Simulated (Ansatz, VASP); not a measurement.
# One calculation of Pt, two programs

```
Pt
1.0
     0.00000    1.96090    1.96090
     1.96090    0.00000    1.96090
     1.96090    1.96090    0.00000
Pt
1
Cartesian
  0.0000 0.0000 0.0000
```

Alike in both runs: task single point; functional PBE; k mesh 12 × 12 × 12; occupations gaussian, width 0.02 eV; no spin polarisation.

|  | VASP | Ansatz |
| --- | --- | --- |
| version | VASP 6.6.1 | Ansatz 0.2.0 |
| potentials or method | VASP PAW PBE potentials, release 64 (Pt) | Ansatz PAW |
| plane-wave cutoff (eV) | 520 | 420 |
| valence electrons in the cell | 10 | 18 |

|  | VASP | Ansatz | Ansatz less VASP |
| --- | --- | --- | --- |
| gap on the k mesh at the Fermi level (eV) | none | none | - |
| pressure (GPa) | 9.7 | 10.2 | +0.52 |

A gap of «none» marks a metal or a gap that the smearing closes. With one functional, cell and mesh, what is left measures potentials, basis and numerics. The two sets of potentials don't hold the same shells in valence.

Spin-orbit coupling is left out, which matters for the levels of Pt.
